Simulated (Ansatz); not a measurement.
Si: relaxation of the atoms with PBE

The system is Si.

```xyz
2
Lattice="0.0000 2.7219 2.7219 2.6130 0.0000 2.7219 2.6130 2.7219 0.0000" Properties=species:S:1:pos:R:3 pbc="T T T"
Si    2.6130    2.7219    2.7219
Si    3.9195    4.0828    4.0828
```

The cell isn't the ideal one: strain = -0.04.

* Program: Ansatz 0.2.0
* Task: relaxation of the atoms
* Functional: PBE
* Potentials or basis: all-electron LAPW, scalar-relativistic
* Basis error allowed: 0.001 eV/atom
* k mesh: 8 × 8 × 8
* Occupations: fermi-dirac, width 0.05 eV
* Spin: no spin polarisation

| Item | Value |
| --- | --- |
| Pressure after relaxing | 5.4 GPa |

Stress tensor (GPa, compression positive):
```
7.80 0.00 0.00
0.00 4.24 0.00
0.00 0.00 4.24
```

Final structure:
```yaml
crystal:
  lattice:
    - [0.00000, 2.72185, 2.72185]
    - [2.61298, 0.00000, 2.72185]
    - [2.61298, 2.72185, 0.00000]
  atoms:
    - { symbol: Si, position: [0.50000, 0.50000, 0.50000] }
    - { symbol: Si, position: [0.75000, 0.75000, 0.75000] }
```

Wall time 5.3 s on 1 thread of Arm Neoverse V1, with other jobs on the host, peak memory 0.26 GiB.

Caveat: the relaxation stopped at its first step, so nothing moved.
